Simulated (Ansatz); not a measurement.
The system is Hf.

```xyz
1
Lattice="2.9138 0.0000 0.0000 0.0000 2.9138 0.0000 0.0000 0.0000 2.9138" Properties=species:S:1:pos:R:3 pbc="T T T"
Hf    1.4569    1.4569    1.4569
```

The cell was built by a generator and needn't be a form met in nature.

| Item | Value |
| --- | --- |
| Program | Ansatz 0.2.0 |
| Task | relaxation of cell and atoms |
| Functional | PBE |
| Dispersion | D3(BJ)-ATM |
| Potentials or basis | Ansatz PAW |
| Cutoff | 420 eV (not typed: the program's choice for these potentials) |
| k mesh | 9 × 9 × 9 |
| Occupations | fermi-dirac, width 0.05 eV |
| Spin | no spin polarisation |

At the start: volume 24.74 Å³/atom.

Where does the relaxation end?

It ends after 4 steps and the volume is 24.03 Å³/atom (-2.9 %); space group Pm-3m (No. 221, to 0.05 Å).

Step by step:
```csv
step,energy change (eV),largest force (eV/Å),volume (Å³)
1,0.0000,0.0000,24.74
2,-0.0017,0.0000,23.44
3,-0.0051,0.0000,24.03
4,-0.0050,0.0000,24.03
```

Final structure:
```yaml
crystal:
  lattice:
    - [2.88583, 0.00000, 0.00000]
    - [0.00000, 2.88583, 0.00000]
    - [0.00000, 0.00000, 2.88583]
  atoms:
    - { symbol: Hf, position: [0.50000, 0.50000, 0.50000] }
```

Caveat: the plane-wave basis is chosen anew once the cell has moved, so the energies of steps on either side of that aren't comparable; pairwise dispersion overbinds metals, which lowers pressure and volume.
